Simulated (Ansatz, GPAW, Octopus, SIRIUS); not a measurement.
## One calculation of WS2, 4 ways

```
W S
1.0
     3.18352    0.00000    0.00000
    -1.59176    2.75701    0.00000
     0.00000    0.00000   16.95058
W S
1 2
Direct
  0.00000 0.00000 0.00000
  0.33333 0.66667 0.09200
  0.33333 0.66667 0.90800
```

Measurements of this composition are mostly on another form, of space group No. 194.

The cell holds a layer with vacuum beside it, so values per volume hang on the cell's height.

Alike in all runs: task single point; functional PBEsol; k mesh 10 × 10 × 2; occupations fermi-dirac, width 0.05 eV; no spin polarisation; no spin-orbit coupling.

```json
{"program and potentials": "SIRIUS, PseudoDojo 0.4.1 PBEsol standard (scalar relativistic)", "plane-wave cutoff (eV)": "1030", "notes": "-", "largest force (eV/Å)": "0.124"}
{"program and potentials": "Ansatz, all-electron LAPW, scalar-relativistic", "plane-wave cutoff (eV)": "-", "notes": "-", "largest force (eV/Å)": "0.124"}
{"program and potentials": "Octopus, pseudodojo_pbesol (PseudoDojo 0.4, PBEsol)", "plane-wave cutoff (eV)": "-", "notes": "-", "largest force (eV/Å)": "0.127"}
{"program and potentials": "GPAW, PAW data sets generated for this functional", "plane-wave cutoff (eV)": "600", "notes": "-", "largest force (eV/Å)": "0.120"}
```

Force on atom 3 (S), eV/Å:

```csv
program and potentials,x,y,z
"SIRIUS, PseudoDojo 0.4.1 PBEsol standard (scalar relativistic)",0.000,0.000,0.124
"Ansatz, all-electron LAPW, scalar-relativistic",0.000,0.000,0.124
"Octopus, pseudodojo_pbesol (PseudoDojo 0.4, PBEsol)",0.000,0.000,0.127
"GPAW, PAW data sets generated for this functional",0.000,0.000,0.120
```

The functional is the same throughout but for its coding, so the spread measures potentials, basis and numerics; runs on potential files found faulty are left out.

All four calculations push the lower sulfur atom towards the tungsten plane, with forces between 0.120 and 0.127 eV/Å. The spread is small beside the force itself, so the inward pull belongs to the functional at this geometry rather than to a particular potential or basis. The mirror plane through tungsten requires an equal and opposite force on the other sulfur, while the threefold axis cancels the in-plane components. The remaining force therefore drives a symmetric thinning of the trigonal-prismatic layer, not a polar distortion or a change of coordination.

The likely reason is that PBEsol favours somewhat shorter covalent W–S bonds than the geometry supplies. An in-plane lattice slightly too wide for this functional would act the same way, since a stretched layer relieves its bonds by contracting along the normal. Forces at fixed cell cannot separate these two contributions. The agreement supports a consistent description of the local W–S restoring force, but it does not establish equal accuracy for the band gap or for the weak interlayer binding of the bulk crystal.
